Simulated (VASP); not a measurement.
A run of VASP 6.6.1 is set up as follows.

Contents of POSCAR:

```
NbH2
1.0
    0.0000000000      2.2815000000      2.2815000000
    2.2815000000      0.0000000000      2.2815000000
    2.2815000000      2.2815000000      0.0000000000
Nb H
1 2
Direct
    0.0000000000      0.0000000000      0.0000000000
    0.2500000000      0.2500000000      0.2500000000
    0.7500000000      0.7500000000      0.7500000000
```

File INCAR.step1:

```
SYSTEM = NbH2
PREC     = Accurate       ! precision mode
ENCUT    = 520            ! plane-wave cutoff, eV
ISMEAR   = 0              ! smearing method
SIGMA    = 0.15           ! smearing width, eV
LREAL    = .False.        ! projectors in reciprocal space
LASPH    = .True.         ! aspherical terms in the spheres
NELM     = 100            ! most SCF steps
NBANDS   = 14             ! bands
GGA      = PE             ! functional
ALGO     = Normal         ! electronic algorithm
EDIFF    = 1E-4           ! SCF threshold, eV
LWAVE    = .True.         ! write WAVECAR
LCHARG   = .False.        ! write CHGCAR
```

File INCAR.step2:

```
SYSTEM = NbH2
PREC     = Accurate       ! precision mode
ENCUT    = 520            ! plane-wave cutoff, eV
EDIFF    = 1E-6           ! SCF threshold, eV
ISMEAR   = 0              ! smearing method
SIGMA    = 0.15           ! smearing width, eV
LREAL    = .False.        ! projectors in reciprocal space
LASPH    = .True.         ! aspherical terms in the spheres
NELM     = 100            ! most SCF steps
ALGO     = Normal         ! electronic algorithm
ISIF     = 2              ! what is computed and relaxed
LWAVE    = .False.        ! write WAVECAR
LCHARG   = .False.        ! write CHGCAR
METAGGA  = R2SCAN         ! meta-GGA
LMIXTAU  = .True.       
NBANDS   = 14             ! bands
ISTART   = 1
```

KPOINTS

```
Automatic mesh
0
Gamma
  20 20 20
  0 0 0
```

Potentials or basis: VASP PAW PBE potentials, release 64 (Nb_sv, H).

Launch:

```bash
$ cat potpaw_PBE.64/Nb_sv/POTCAR potpaw_PBE.64/H/POTCAR > POTCAR
$ cp INCAR.step1 INCAR
$ mpirun -np 1 vasp_std > vasp.out
$ cp INCAR.step2 INCAR
$ mpirun -np 1 vasp_std > vasp.out
```

Q: What does it give for the pressure?

A: -2.2 GPa.

Q: What does it give for the band gap on the k mesh?

A: None (metal or under the smearing width).

Caveat: the PAW data sets were made with another functional, which shifts forces and pressure a little.
